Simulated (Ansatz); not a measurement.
# Band table of Sb

```
Sb
1.0
     0.00000    2.30500    2.30500
     2.30500    0.00000    2.30500
     2.30500    2.30500    0.00000
Sb
1
Direct
  0.00000 0.00000 0.00000
```

The geometry is COD entry 9013009, unchecked; take it as a test cell.

No spin–orbit coupling, which matters for the heavy atoms here.

Computed with DFT, PBE, all-electron LAPW, scalar-relativistic in Ansatz 0.2.0.

Numerical set-up: a Γ-centred 12×12×12 k mesh, Fermi–Dirac smearing of 0.05 eV, basis error target 1 meV/atom, no spin polarisation.

Path points, in fractions of the reciprocal vectors: Γ (0.000, 0.000, 0.000), X (0.500, 0.000, 0.500), U (0.625, 0.250, 0.625), K (0.375, 0.375, 0.750), L (0.500, 0.500, 0.500), W (0.500, 0.250, 0.750). Levels in eV from the Fermi level; bands 10 to 14, counted from the lowest band of the run. The gap is zero.

```
# k(1/Å) point b10 b11 b12 b13 b14
0.000 Γ -13.77 5.98 5.98 5.98 10.08
0.170 - -13.66 5.46 5.46 5.53 9.02
0.341 - -13.32 4.39 4.39 4.42 7.84
0.511 - -12.76 2.96 3.26 3.26 6.84
0.681 - -11.98 1.24 2.26 2.26 6.02
0.852 - -10.98 -0.67 1.43 1.43 5.39
1.022 - -9.78 -2.62 0.83 0.83 4.80
1.193 - -8.46 -4.44 0.46 0.46 4.36
1.363 X -7.55 -5.52 0.33 0.33 4.22
1.423 - -7.55 -5.50 0.17 0.35 4.30
1.483 - -7.53 -5.45 -0.26 0.39 4.40
1.544 - -7.51 -5.38 -0.81 0.46 4.47
1.604 - -7.49 -5.27 -1.41 0.57 4.56
1.664 - -7.47 -5.13 -2.00 0.70 4.67
1.724 - -7.46 -4.96 -2.55 0.86 4.80
1.785 - -7.49 -4.76 -3.04 1.04 4.95
1.845 U -7.57 -4.53 -3.43 1.26 5.12
1.949 - -7.65 -4.43 -3.46 1.02 5.65
2.053 - -7.73 -4.43 -3.19 0.38 6.76
2.158 - -7.79 -4.48 -2.78 -0.26 8.05
2.262 - -7.81 -4.51 -2.55 -0.57 8.91
2.366 - -7.79 -4.48 -2.78 -0.26 8.05
2.471 - -7.73 -4.43 -3.19 0.38 6.76
2.575 - -7.65 -4.43 -3.46 1.02 5.65
2.679 K -7.57 -4.53 -3.43 1.26 5.12
2.860 - -8.26 -3.86 -3.67 2.04 5.78
3.041 - -9.44 -3.32 -2.56 3.01 6.66
3.222 - -10.68 -2.21 -1.23 4.08 7.75
3.402 - -11.76 -0.72 0.31 5.09 9.06
3.583 - -12.64 1.06 2.02 5.78 9.89
3.764 - -13.27 3.03 3.79 6.02 9.31
3.944 - -13.65 4.95 5.33 6.01 9.32
4.125 Γ -13.77 5.98 5.98 5.98 10.08
4.273 - -13.69 5.10 5.85 5.85 9.44
4.420 - -13.44 3.25 5.54 5.54 9.04
4.568 - -13.01 1.18 5.16 5.16 8.80
4.715 - -12.43 -0.85 4.78 4.78 8.66
4.863 - -11.69 -2.75 4.47 4.47 8.63
5.010 - -10.82 -4.46 4.23 4.23 8.70
5.158 - -9.94 -5.86 4.09 4.09 8.87
5.305 L -9.45 -6.51 4.04 4.04 9.02
5.426 - -9.40 -6.45 3.49 3.87 8.53
5.546 - -9.25 -6.28 2.32 3.34 7.90
5.667 - -9.01 -5.98 0.98 2.49 7.73
5.787 - -8.67 -5.58 -0.33 1.48 7.91
5.908 - -8.26 -5.08 -1.53 0.43 8.33
6.028 - -7.81 -4.51 -2.55 -0.57 8.91
6.149 - -7.42 -3.91 -3.30 -1.42 9.57
6.269 W -7.25 -3.59 -3.59 -1.84 9.99
6.354 - -7.26 -4.03 -3.10 -1.78 9.53
6.440 - -7.30 -4.41 -2.56 -1.61 8.62
6.525 - -7.35 -4.75 -1.99 -1.33 7.61
6.610 - -7.41 -5.02 -1.40 -0.97 6.63
6.695 - -7.47 -5.24 -0.81 -0.56 5.74
6.780 - -7.51 -5.39 -0.26 -0.14 4.97
6.865 - -7.54 -5.49 0.17 0.20 4.43
6.951 X -7.55 -5.52 0.33 0.33 4.22
```
